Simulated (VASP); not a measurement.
Input of a VASP 6.6.1 run:

Contents of INCAR:

```
SYSTEM = Cs2SnI6
PREC = Accurate
ENCUT = 300
EDIFF = 1E-6
ISMEAR = 0
SIGMA = 0.03
LREAL = .False.
LASPH = .True.
NELM = 80
ALGO = Normal
ISIF = 3
LWAVE = .False.
LCHARG = .False.
GGA = PE
IBRION = 2
NSW = 90
EDIFFG = -0.01
KPAR = 2
```

File KPOINTS:

```
Automatic mesh
0
Gamma
  3 3 3
  0 0 0
```

Contents of POSCAR:

```
Cs2SnI6
1.0
    0.0000000000      5.8138000000      5.8138000000
    5.8138000000      0.0000000000      5.8138000000
    5.8138000000      5.8138000000      0.0000000000
Cs Sn I
2 1 6
Direct
    0.2500000000      0.2500000000      0.2500000000
    0.7500000000      0.7500000000      0.7500000000
    0.0000000000      0.0000000000      0.0000000000
    0.7546400000      0.2453600000      0.2453600000
    0.2453600000      0.7546400000      0.2453600000
    0.2453600000      0.7546400000      0.7546400000
    0.7546400000      0.2453600000      0.7546400000
    0.2453600000      0.2453600000      0.7546400000
    0.7546400000      0.7546400000      0.2453600000
```

Potentials or basis: VASP PAW PBE potentials, release 64 (Cs_sv, Sn, I).

Run with:

```bash
$ cat potpaw_PBE.64/Cs_sv/POTCAR potpaw_PBE.64/Sn/POTCAR potpaw_PBE.64/I/POTCAR > POTCAR
$ mpirun -np 2 vasp_std > vasp.out
```

(1) Predict the relaxed volume.

(2) What does it give for the space group after relaxing (to 0.05 Å)?

(3) What does it give for the band gap on the k mesh?

(4) Predict the relaxed cell.

Results:

(1) 48.48 Å³/atom.

(2) Fm-3m (No. 225).

(3) 0.27 eV, direct.

(4) a = 8.514 Å, b = 8.514 Å, c = 8.514 Å, α = 60.00°, β = 60.00°, γ = 60.00°.

Caveat: spin-orbit coupling is left out, which moves the levels of the heavy elements; the volume moved by +11 % from the deposited cell, more than functionals usually miss.
